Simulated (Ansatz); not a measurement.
input.yaml (Ansatz)

```yaml
crystal:
  lattice:
    - [0.0, 2.8072660481, 2.8072660481]
    - [2.8072660481, 0.0, 2.8072660481]
    - [2.8072660481, 2.8072660481, 0.0]
  atoms:
    - { symbol: Na, position: [0.0, 0.0, 0.0] }
hamiltonian:
  xc: rpbe
  pseudopotentials:
    kind: paw
    azcp:
      Na: "pseudopotentials/Na.paw.azcp"
basis:
  ecutwfc: 420
  fft_grid_basis: typed
kpoints:
  mp_grid: { grid: [11, 11, 11], shift: [0, 0, 0] }
magnetization:
  spin_polarized: false
scf:
  occupations: { method: fermi_dirac, width: 0.1 }
  lower_state_search: "off"
output:
  stress: true
```

and its output:

```
Engine: ansatz 0.2.0, aarch64-unknown-linux-gnu
Pseudopotentials: kind: paw
Pseudopotential: Na, paw, valence charge 9, recommended cutoff 420 eV (normal) 
Functional definition: RPBE
  parameter kappa = 0.804
  parameter beta = 0.06672455060314922
  exchange = rpbe_x(kappa = kappa, mu = beta*pi^2/3)
  correlation = pbe_c(beta = beta)
Crystal: 1 atoms, lattice volume = 44.247 Å³
Basis set: ecut = 420 eV, 893 PW (Γ)
Bands: 9, of which v1, the nominal top of the filled ones, is band 5 counted from 1 (4 counted from 0)
Symmetry: 48 space group operations
Space group: Fm-3m (ITA 225), of the structure as read, at distance tolerance 3.5e-5 Å
k-points: 56 of 1331
Non-local potential: Na, projectors of the file, l = 0: 3, l = 1: 2, l = 2: 1
PAW form: soft (Blöchl's): semilocal exchange-correlation on the pseudo side does not see the compensation charge
PAW frozen core: Na, regenerated for the run's functional, and the local potential with it (the file was generated under x = pbe(κ = 0.804, μ = 0.2195149727645171), c = pbe(β = 0.06672455060314922))
PAW one-centre angular grid: Na, 110 points (default); XC on 64 Gauss nodes
Initial density: superposition of atomic densities (neutral atoms: chi_scale 0, normalization atom), corrected by the library's trained network
Initial wavefunctions: pseudopotential atomic-orbital guess
Functional: x = rpbe, c = pbe(β = 0.06672455060314922)
SCF iter   1: F=—  HF=-1489.103074 eV  |F-HF|=—  |Δ(HF+E_count)|=         —  Δρ=2.04e-3  dr2=9.60e-4  ethr=1.77e-3  ⟨swp⟩=5.0  Hψ=3181  notcnv=0
SCF iter   2: F=—  HF=-1489.102602 eV  |F-HF|=—  |Δ(HF+E_count)|=   4.72e-4  Δρ=5.43e-4  dr2=1.52e-4  ethr=1.07e-5  ⟨swp⟩=2.2  Hψ=1217  notcnv=0
SCF iter   3: F=—  HF=-1489.102678 eV  |F-HF|=—  |Δ(HF+E_count)|=   7.57e-5  Δρ=2.19e-4  dr2=2.75e-5  ethr=1.69e-6  ⟨swp⟩=1.0  Hψ=504  notcnv=0
SCF iter   4: F=—  HF=-1489.102692 eV  |F-HF|=—  |Δ(HF+E_count)|=   1.35e-5  Δρ=8.55e-6  dr2=1.90e-8  ethr=3.06e-7  ⟨swp⟩=1.6  Hψ=536  notcnv=0
iter 5 did not close the SCF: its close was put off for the readings that it lacked (scf_convergence_deferred on its scf_iter line)
SCF iter   5: F=-1489.102692 eV  HF=-1489.102692 eV  |F-HF|=1.94e-10  |Δ(HF+E_count)|=   5.00e-8  Δρ=1.38e-6  dr2=3.01e-10  ethr=2.11e-10  ⟨swp⟩=2.0  Hψ=775  notcnv=0
SCF iter   6: F=-1489.102692 eV  HF=-1489.102692 eV  |F-HF|=1.59e-12  |Δ(HF+E_count)|=  5.14e-11  Δρ=8.75e-8  dr2=1.14e-12  ethr=3.34e-12  ⟨swp⟩=1.6  Hψ=1502  notcnv=0
SCF 1 converged in 6 iterations: F = -1489.102692 eV  dr2 = 1.14e-12
SCF converged after 6 iterations
Free energy (F): -1489.102692 eV
Harris-Foulkes:  -1489.102692 eV  (|F-HF|=1.59e-12)
Internal energy: -1489.084353 eV  (E = F + TS)
E sigma→0 (E₀):  -1489.093522 eV
Entropy (-TS):   -0.018339 eV (-18.339 meV/atom)
Fermi energy:    1.161598 eV
--- Per-component energies (eV) ---
  E_band       = -247.597251
  E_kinetic    = 119.878777
  E_local      = -1493.205322  (includes V_loc(G=0)·N_el)
  E_nonlocal   = 114.648452
  E_hartree    = 549.775503
  E_xc         = -38.522422
  E_vxc        = -49.139701  (∫ρ·V_xc dr)
  E_paw        = -265.401234  (= ΣΔE_a)
  E_vpaw       = -39.330445  (= ΣTr[D̂ρ^β])
  E_aug_tail   = -0.000040  (compensation charges beyond the density's cutoff)
  E_ewald      = -476.233048
  E_core_change = -0.025019  (= ΣΔE_core)
  E_smearing   = -0.018339  (= −TS)
  E_closure    = 0.000000  (closes the sum)
  Σ components = -1489.102692   (vs F -1489.102692, Δ=0.00e0)
--- Stress (GPa, compression-positive) ---
       -0.626039       0.000000       0.000000
        0.000000      -0.626039      -0.000000
        0.000000       0.000000      -0.626039
  P = ⅓ Tr σ = -0.6260 GPa (-6.260 kbar)
```
